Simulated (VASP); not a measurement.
# Pb (Fm-3m) in VASP: notebook, part 2 of 2

VASP 6.6.1.

## 3. Relaxation of cell and atoms, LDA

This run uses another cell than the first one, of 29.11 Å³/atom, 0.960 times its volume.

INCAR

```
SYSTEM = Pb
PREC = Accurate ; ENCUT = 600
EDIFF = 1E-7 ; ISMEAR = 1
SIGMA = 0.1 ; LREAL = .FALSE.
LASPH = .TRUE. ; NELM = 80
ALGO = Normal ; ISIF = 3
LWAVE = .FALSE. ; LCHARG = .FALSE.
IBRION = 2 ; NSW = 90
EDIFFG = -0.005
```

KPOINTS

```
regular mesh
0
G
  16 16 16
  0 0 0
```

POSCAR

```
Pb                                      
1.0
   -0.0000000000      2.4416260609      2.4416260609
    2.4416260609     -0.0000000000      2.4416260609
    2.4416260609      2.4416260609      0.0000000000
  Pb            
     1
Direct
     0.0000000000000000    0.0000000000000000    0.0000000000000000
```

Potentials or basis: VASP PAW LDA potentials, release 64 (Pb_d).

Run with:

```bash
$ cat potpaw_LDA.64/Pb_d/POTCAR > POTCAR
$ mpirun -np 1 vasp_std > vasp.out
```

It took 25 s on 1 thread of Intel Xeon Platinum 8488C (Sapphire Rapids), shared host; peak memory 0.18 GiB.

Results (log left out):

* Free energy: -4.2563 eV
* Pressure after relaxing: 0.0 GPa
* Band gap on the k mesh: none (metal or under the smearing width)

Final structure:
```
Pb
1.0
     0.00000    2.44163    2.44163
     2.44163    0.00000    2.44163
     2.44163    2.44163    0.00000
Pb
1
Direct
  0.00000 0.00000 0.00000
```

Levels at points of the mesh, in eV from the Fermi level:
| k point | band 4 | band 5 | band 6 | band 7 | band 8 | band 9 | band 10 | band 11 |
| --- | --- | --- | --- | --- | --- | --- | --- | --- |
| (0.00, 0.00, 0.00) | -16.94 | -16.94 | -12.11 | 7.61 | 7.61 | 7.61 | 9.79 | 11.93 |
| (0.50, 0.00, 0.00) | -16.79 | -16.79 | -8.25 | -4.47 | 5.68 | 5.68 | 9.27 | 9.86 |
| (0.50, 0.50, 0.00) | -16.75 | -16.75 | -6.74 | -3.50 | 2.00 | 2.00 | 5.53 | 6.80 |

Caveat: the relaxation stopped at its first step, so nothing moved. The run has no spin-orbit coupling, so splittings on Pb are missing.

## 4. Relaxation of cell and atoms, PBE

INCAR

```
PREC = Accurate ; ENCUT = 600
EDIFF = 1E-6 ; ISMEAR = 1
SIGMA = 0.1 ; LREAL = False
LASPH = True ; NELM = 80
ALGO = Normal ; ISIF = 3
LWAVE = False ; LCHARG = False
GGA = PE ; IBRION = 2
NSW = 90 ; EDIFFG = -0.01
```

KPOINTS

```
Automatic mesh
0
Gamma
  16 16 16
```

POSCAR

```
Pb
1.0
    0.0000000000      2.4750200000      2.4750200000
    2.4750200000      0.0000000000      2.4750200000
    2.4750200000      2.4750200000      0.0000000000
Pb
1
Direct
    0.0000000000      0.0000000000      0.0000000000
```

Potentials or basis: VASP PAW PBE potentials, release 64 (Pb_d).

Run with:

```bash
$ cat potpaw_PBE.64/Pb_d/POTCAR > POTCAR
$ mpirun -np 1 vasp_std > vasp.out
```

OUTCAR:

```text
PREC = Accurate
   ENCUT = 600
   EDIFF = 1E-6
   ISMEAR = 1
   LREAL = False
   LASPH = True
   NELM = 80
   ISIF = 3
   GGA = PE
   IBRION = 2
   NSW = 90
   EDIFFG = -0.01

 ion  position               nearest neighbor table
   1  0.000  0.000  0.000-

  LATTYP: Found a face centered cubic cell.
 ALAT       =     4.9500400000

  Lattice vectors:

 A1 = (   0.0000000000,   2.4750200000,   2.4750200000)
 A2 = (   2.4750200000,   0.0000000000,   2.4750200000)
 A3 = (   2.4750200000,   2.4750200000,   0.0000000000)

Analysis of symmetry for initial positions (statically):
=====================================================================
 Subroutine PRICEL returns:
 Original cell was already a primitive cell.

 Routine SETGRP: Setting up the symmetry group for a
 face centered cubic supercell.

 Subroutine GETGRP returns: Found 48 space group operations
 (whereof 48 operations were pure point group operations)
 out of a pool of 48 trial point group operations.

The static configuration has the point symmetry O_h .

Analysis of symmetry for dynamics (positions and initial velocities):
=====================================================================
 Subroutine PRICEL returns:
 Original cell was already a primitive cell.

 Routine SETGRP: Setting up the symmetry group for a
 face centered cubic supercell.

[... 144 lines left out ...]

 Free energy of the ion-electron system (eV)
  ---------------------------------------------------
  ext. energy  EPLUGINS =         0.00000000
  ---------------------------------------------------
  free energy    TOTEN  =        -3.55393316 eV

  energy without entropy =       -3.55375299  energy(sigma->0) =       -3.55387310

 E-fermi :   7.3569     XC(G=0): -10.1855

 val. band max:        7.3354572375   @ k =  -0.4375   0.3750   0.1875
 cond. band min:       7.3914017945   @ k =  -0.3125   0.3125   0.1250
 fundamental gap:      0.0559445570
 Fermi energy:         7.3568596533

 k-point     1 :       0.0000    0.0000    0.0000
  band No.  band energies     occupation
      1      -9.7936      2.00000
      2      -9.7936      2.00000
      3      -9.7936      2.00000
      4      -9.6537      2.00000
      5      -9.6537      2.00000
      6      -4.4735      2.00000
      7      14.6990      0.00000
      8      14.6990      0.00000
      9      14.6990      0.00000
     10      17.0451      0.00000
     11      18.6213      0.00000
[... 391 lines left out ...]
--------------------------------------- Ionic step        3  -------------------------------------------

 number of electron      14.0000003 magnetization

 Free energy of the ion-electron system (eV)
  ---------------------------------------------------
  ext. energy  EPLUGINS =         0.00000000
  ---------------------------------------------------
  free energy    TOTEN  =        -3.56414192 eV

  energy without entropy =       -3.56375745  energy(sigma->0) =       -3.56401376

 E-fermi :   6.8349     XC(G=0):  -9.9558

 val. band max:        6.8326521169   @ k =  -0.4375   0.3750   0.1875
 cond. band min:       6.8565832487   @ k =  -0.3125   0.3125   0.1250
 fundamental gap:      0.0239311318
 Fermi energy:         6.8348802669

 k-point     1 :       0.0000    0.0000    0.0000
  band No.  band energies     occupation
      1     -10.2945      2.00000
      2     -10.2945      2.00000
      3     -10.2945      2.00000
      4     -10.1742      2.00000
      5     -10.1742      2.00000
      6      -4.6856      2.00000
      7      13.7905      0.00000
      8      13.7905      0.00000
      9      13.7905      0.00000
     10      16.4800      0.00000
     11      17.4778      0.00000
[... 350 lines left out ...]
  FREE ENERGIE OF THE ION-ELECTRON SYSTEM (eV)
  ---------------------------------------------------
  free  energy   TOTEN  =        -3.5641419198 eV

  energy  without entropy=       -3.5637574456  energy(sigma->0) =       -3.56401376

 reached required accuracy - stopping structural energy minimisation
```

Wall time 48 s (1 thread of AMD EPYC 9R45 (Zen 5), shared host); peak memory 0.18 GiB.

What came out:

```yaml
Free_energy: -3.5641 eV
Relaxed_volume: 31.83 Å³/atom
Relaxed_cell: a = 3.557 Å, b = 3.557 Å, c = 3.557 Å, α = 60.00°, β = 60.00°, γ = 60.00°
Space_group_after_relaxing_to_0.05_Å: Fm-3m (No. 225)
Energy_gained_by_relaxing: 10.2 meV/atom
Ionic_steps: 3
Pressure_after_relaxing: 0.0 GPa
Band_gap_on_the_k_mesh: none (metal or under the smearing width)
```

Step by step:
```
step  energy change (eV)  largest force (eV/Å)  pressure (GPa)  volume (Å³)
   1              0.0000                0.0000            2.28        30.32
   2             -0.0095                0.0000           -0.54        32.26
   3             -0.0102                0.0000            0.00        31.83
```

Final structure:
```xyz
1
Lattice="0.0000 2.5153 2.5153 2.5153 0.0000 2.5153 2.5153 2.5153 0.0000" Properties=species:S:1:pos:R:3 pbc="T T T"
Pb    0.0000    0.0000    0.0000
```

Spin-orbit coupling is left out, which matters for the levels of Pb. Zero-point motion and thermal expansion aren't in these numbers.

## 5. Relaxation of cell and atoms, PBE

This run uses another cell than the first one, of 31.83 Å³/atom, 1.050 times its volume.

INCAR

```
PREC = Accurate ; ENCUT = 600
EDIFF = 1E-7 ; ISMEAR = 1
SIGMA = 0.1 ; LREAL = False
LASPH = True ; NELM = 80
ALGO = Normal ; ISIF = 3
LWAVE = False ; LCHARG = False
GGA = PE ; IBRION = 2
NSW = 90 ; EDIFFG = -0.005
```

KPOINTS is that of step 4.

POSCAR

```
Pb                                      
1.0
    0.0000000000      2.5152741490      2.5152741490
    2.5152741490      0.0000000000      2.5152741490
    2.5152741490      2.5152741490      0.0000000000
  Pb            
     1
Direct
     0.0000000000000000    0.0000000000000000    0.0000000000000000
```

Run with:

```bash
$ cat potpaw_PBE.64/Pb_d/POTCAR > POTCAR
$ mpirun -np 1 vasp_std > vasp.out
```

It took 20 s on 1 thread of AMD EPYC 9R45 (Zen 5), shared host; peak memory 0.17 GiB.

It converged, with:

```
Free energy             : -3.5644 eV
Pressure after relaxing : 0.0 GPa
Band gap on the k mesh  : none (metal or under the smearing width)
```

Final structure:
```yaml
crystal:
  lattice:
    - [0.00000, 2.51527, 2.51527]
    - [2.51527, 0.00000, 2.51527]
    - [2.51527, 2.51527, 0.00000]
  atoms:
    - { symbol: Pb, position: [0.00000, 0.00000, 0.00000] }
```

Levels at points of the mesh, in eV from the Fermi level:
| k point | band 4 | band 5 | band 6 | band 7 | band 8 | band 9 | band 10 | band 11 |
| --- | --- | --- | --- | --- | --- | --- | --- | --- |
| (0.00, 0.00, 0.00) | -17.01 | -17.01 | -11.52 | 6.96 | 6.96 | 6.96 | 9.65 | 10.64 |
| (0.50, 0.00, 0.00) | -16.89 | -16.89 | -8.17 | -4.05 | 5.23 | 5.23 | 8.96 | 9.12 |
| (0.50, 0.50, 0.00) | -16.86 | -16.86 | -6.87 | -3.17 | 1.91 | 1.91 | 5.16 | 6.42 |

Caveat: the relaxation stopped at its first step, so nothing moved. Spin-orbit coupling is left out, which matters for the levels of Pb.

## 6. Relaxation of cell and atoms, r2SCAN

INCAR

```
  ALGO = Normal
  EDIFF = 1E-6
  EDIFFG = -0.01
  ENCUT = 600
  IBRION = 2
  ISIF = 3
  ISMEAR = 1
  LASPH = True
  LCHARG = False
  LMIXTAU = True
  LREAL = False
  LWAVE = False
  METAGGA = R2SCAN
  NELM = 80
  NSW = 90
  PREC = Accurate
  SIGMA = 0.1
```

KPOINTS

```
k-points
0
Gamma
  16 16 16
```

POSCAR

```
Pb
1.0
    0.0000000000      2.4750200000      2.4750200000
    2.4750200000      0.0000000000      2.4750200000
    2.4750200000      2.4750200000      0.0000000000
Pb
1
Direct
    0.0000000000      0.0000000000      0.0000000000
```

Potentials or basis: VASP PAW PBE potentials, release 64 (Pb_d).

Run with:

```bash
$ cat potpaw_PBE.64/Pb_d/POTCAR > POTCAR
$ mpirun -np 1 vasp_std > vasp.out
```

Run time: 5.1 min. Hardware: 1 thread of Intel Xeon Platinum 8559C (Emerald Rapids), shared host; peak memory 0.21 GiB.

The run converged. Its results:

- Free energy: -56.2812 eV
- Relaxed volume: 31.08 Å³/atom
- Relaxed cell: a = 3.529 Å, b = 3.529 Å, c = 3.529 Å, α = 60.00°, β = 60.00°, γ = 60.00°
- Space group after relaxing (to 0.05 Å): Fm-3m (No. 225)
- Energy gained by relaxing: 2.8 meV/atom
- Ionic steps: 3
- Pressure after relaxing: 0.0 GPa
- Band gap on the k mesh: none (metal or under the smearing width)

Step by step:
```tsv
step	energy change (eV)	largest force (eV/Å)	pressure (GPa)	volume (Å³)
1	0.0000	0.0000	1.21	30.32
2	-0.0025	0.0000	-0.39	31.34
3	-0.0028	0.0000	0.01	31.08
```

Final structure:
```
Pb
1.0
     0.00000    2.49542    2.49542
     2.49542    0.00000    2.49542
     2.49542    2.49542    0.00000
Pb
1
Direct
  0.00000 0.00000 0.00000
```

Levels at points of the mesh, in eV from the Fermi level:
```tsv
k point	band 5	band 6	band 7	band 8	band 9	band 10
(0.00, 0.00, 0.00)	-17.65	-12.20	7.46	7.46	7.46	10.33
(0.50, 0.00, 0.00)	-17.51	-8.53	-4.33	5.58	5.58	9.76
(0.50, 0.50, 0.00)	-17.48	-7.09	-3.44	2.02	2.02	5.77
```

Caveat: the PAW data sets were made with another functional, which shifts forces and pressure a little. Zero-point motion and thermal expansion aren't in these numbers.

## 7. The runs side by side

```tsv
level	potentials or basis	gap on the mesh (eV)	pressure (GPa)
LDA	VASP PAW LDA potentials, release 64 (Pb_d)	none	0.0
PBE	VASP PAW PBE potentials, release 64 (Pb_d)	none	0.0
r2SCAN	VASP PAW PBE potentials, release 64 (Pb_d)	none	0.0
```

Alike in all rows: task relaxation of cell and atoms; no spin polarisation; cell relaxed; k mesh 16 × 16 × 16; cutoff (eV) 600; smearing methfessel-paxton 0.1 eV.

Caveats: the relaxation stopped at its first step, so nothing moved (some runs); the PAW data sets were made with another functional, which shifts forces and pressure a little (some runs).

Absolute energies hang on the potentials; compare differences alone.
